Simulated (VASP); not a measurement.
Computed with PBE GGA, VASP's PBE PAW potentials (set 64) (plane waves; VASP).

A VASP calculation is set up with these files.

**INCAR**
```
ALGO  =  Fast
EDIFF  =  1E-6
ENCUT  =  520
GGA  =  PE
ISIF  =  2
ISMEAR  =  0
LASPH  =  .TRUE.
LCHARG  =  .FALSE.
LMAXMIX  =  4
LREAL  =  .FALSE.
LWAVE  =  .FALSE.
NELM  =  100
PREC  =  Accurate
SIGMA  =  0.05
SYSTEM  =  InN
```

File POSCAR:
```
InN
1
    1.7700000000    -3.0657300000     0.0000000000
    1.7700000000     3.0657300000     0.0000000000
    0.0000000000     0.0000000000     5.7000000000
In N
2 2
Direct
  0.6666670000   0.3333330000   0.5000000000
  0.3333330000   0.6666670000   0.0000000000
  0.6666670000   0.3333330000   0.8790000000
  0.3333330000   0.6666670000   0.3790000000
```

**KPOINTS**
```
Automatic mesh
0
Gamma
7 7 4
0 0 0
```

POTCAR, in this order: In_d N (PBE.64 set). Program: vasp_std.

Output

**OUTCAR**
```
 ion  position               nearest neighbor table
   1  0.667  0.333  0.500-   4 2.16   4 2.16   4 2.16   3 2.16   2 3.51   2 3.51   2 3.51   2 3.51
                             2 3.51   2 3.51
   2  0.333  0.667  0.000-   3 2.16   3 2.16   3 2.16   4 2.16   1 3.51   1 3.51   1 3.51   1 3.51
                             1 3.51   1 3.51
   3  0.667  0.333  0.879-   2 2.16   2 2.16   2 2.16   1 2.16
   4  0.333  0.667  0.379-   1 2.16   1 2.16   1 2.16   2 2.16
  LATTYP: Found a hexagonal cell.
 ALAT       =     3.5400000611
 C/A-ratio  =     1.6101694637
 Subroutine PRICEL returns:
 Original cell was already a primitive cell.
 Subroutine GETGRP returns: Found 12 space group operations
The static configuration has the point symmetry C_3v.
 The point group associated with its full space group is C_6v.
The dynamic configuration has the point symmetry C_3v.
 Subroutine INISYM returns: Found 12 space group operations
 Subroutine IBZKPT returns following result:
 Found     24 irreducible k-points:

 Following reciprocal coordinates:
            Coordinates               Weight
  0.000000  0.000000  0.000000      1.000000
  0.142857 -0.000000  0.000000      6.000000
  0.285714 -0.000000  0.000000      6.000000
  0.428571 -0.000000  0.000000      6.000000
  0.142857  0.142857  0.000000      6.000000
  0.285714  0.142857  0.000000     12.000000
  0.428571  0.142857  0.000000      6.000000
  0.285714  0.285714  0.000000      6.000000
  0.000000  0.000000  0.250000      2.000000
  0.142857 -0.000000  0.250000     12.000000
  0.285714 -0.000000  0.250000     12.000000
  0.428571 -0.000000  0.250000     12.000000
  0.142857  0.142857  0.250000     12.000000
  0.285714  0.142857  0.250000     24.000000
  0.428571  0.142857  0.250000     12.000000
  0.285714  0.285714  0.250000     12.000000
  0.000000  0.000000  0.500000      1.000000
  0.142857 -0.000000  0.500000      6.000000
...
```

File OSZICAR:
```
       N       E                     dE             d eps       ncg     rms          rms(c)
DAV:   1     0.348728542016E+03    0.34873E+03   -0.18381E+04  1056   0.228E+03
DAV:   2     0.202999170292E+02   -0.32843E+03   -0.32040E+03  1110   0.488E+02
DAV:   3    -0.245900115626E+02   -0.44890E+02   -0.44031E+02  1450   0.186E+02
DAV:   4    -0.259261609604E+02   -0.13361E+01   -0.13330E+01  1296   0.345E+01
DAV:   5    -0.259658834123E+02   -0.39722E-01   -0.39717E-01  1402   0.561E+00    0.145E+01
RMM:   6    -0.213020512966E+02    0.46638E+01   -0.17817E+01  1348   0.235E+01    0.615E+00
RMM:   7    -0.213875533047E+02   -0.85502E-01   -0.19129E+00  1315   0.117E+01    0.329E+00
RMM:   8    -0.213628908902E+02    0.24662E-01   -0.26750E-01  1409   0.367E+00    0.684E-01
RMM:   9    -0.213648901922E+02   -0.19993E-02   -0.58571E-02  1668   0.169E+00    0.344E-01
RMM:  10    -0.213665082166E+02   -0.16180E-02   -0.12606E-02  1624   0.665E-01    0.192E-01
RMM:  11    -0.213661167031E+02    0.39151E-03   -0.24998E-03  1399   0.395E-01    0.366E-02
RMM:  12    -0.213661792102E+02   -0.62507E-04   -0.77425E-04  1660   0.205E-01    0.434E-02
RMM:  13    -0.213661847256E+02   -0.55154E-05   -0.97535E-05  1640   0.715E-02    0.405E-02
RMM:  14    -0.213661832508E+02    0.14748E-05   -0.14850E-05  1258   0.298E-02    0.322E-02
RMM:  15    -0.213661809140E+02    0.23367E-05   -0.58830E-05  1302   0.391E-02    0.113E-02
RMM:  16    -0.213661787277E+02    0.21863E-05   -0.52532E-06   959   0.220E-02    0.452E-03
RMM:  17    -0.213661790150E+02   -0.28733E-06   -0.38403E-06   930   0.120E-02
   1 F= -.21366179E+02 E0= -.21365985E+02  d E =-.388885E-03
```

File OUTCAR:
```
------------------------ aborting loop because EDIFF is reached ----------------------------------------
  FORCE on cell =-STRESS in cart. coord.  units (eV):
  Direction    XX          YY          ZZ          XY          YZ          ZX
  --------------------------------------------------------------------------------------
  Total        1.9557336      1.9557337      2.2326348      0.0000000      0.0000000      0.0000000
  in kB       50.6533608     50.6533631     57.8250806      0.0000000      0.0000000      0.0000000
  external PRESSURE =      53.0439348 kB  Pullay stress =       0.0000000 kB
  volume of cell :       61.86
      direct lattice vectors                 reciprocal lattice vectors
     1.770000000 -3.065730000  0.000000000     0.282485876 -0.163093293  0.000000000
     1.770000000  3.065730000  0.000000000     0.282485876  0.163093293  0.000000000
     0.000000000  0.000000000  5.700000000     0.000000000  0.000000000  0.175438596
 POSITION                                       TOTAL-FORCE (eV/Angst)
 -----------------------------------------------------------------------------------
      1.77000     -1.02191      2.85000        -0.000000     -0.000000     -0.034791
      1.77000      1.02191      0.00000         0.000000      0.000000     -0.034791
      1.77000     -1.02191      5.01030        -0.000000     -0.000000      0.034791
      1.77000      1.02191      2.16030         0.000000      0.000000      0.034791
 -----------------------------------------------------------------------------------
    total drift:                               -0.000000      0.001515      0.000469
  FREE ENERGIE OF THE ION-ELECTRON SYSTEM (eV)
  ---------------------------------------------------
  free  energy   TOTEN  =       -21.3661790150 eV

  energy  without entropy=      -21.3657901303  energy(sigma->0) =      -21.36598457
```
(Selected blocks of OUTCAR.)

The compound is InN in the wurtzite structure. The cell was not relaxed at this level. The run is one of a series of settings (ALGO = Fast against the base run), some of them coarse on purpose.
